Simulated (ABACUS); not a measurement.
The system is Os.

```
Os
1.0
     2.73410    0.00000    0.00000
    -1.36705    2.36780    0.00000
     0.00000    0.00000    4.31970
Os
2
Direct
  0.66667 0.33333 0.75000
  0.33333 0.66667 0.25000
```

Base run:

| Property | Result |
| --- | --- |
| Program | ABACUS 3.10.1 |
| Functional | LDA |
| Potentials or basis | GBRV ultrasoft 1.5 LDA |
| Cutoff | 544 eV |
| Density cutoff | 4354 eV |
| Basis | plane waves |
| k mesh | 9 × 9 × 5 |
| Occupations | fermi-dirac, width 0.05 eV |
| Spin | no spin polarisation |

Its results: band gap on the k mesh none (metal or under the smearing width); pressure -9.1 GPa.

Task: The run is repeated on the same cell with these changes: functional from LDA to revPBE; potentials or basis from GBRV ultrasoft 1.5 LDA to PseudoDojo NC SR 0.4.1 PBE standard; cutoff from 544 eV to 1007 eV; density cutoff from 4354 eV to 4027 eV. What comes out?

Result: Band gap on the k mesh none (metal or under the smearing width); pressure 10.7 GPa.

Caveats: the potentials were made for another functional, which shifts forces and pressure (some runs).

Not every run made on this cell is shown here.
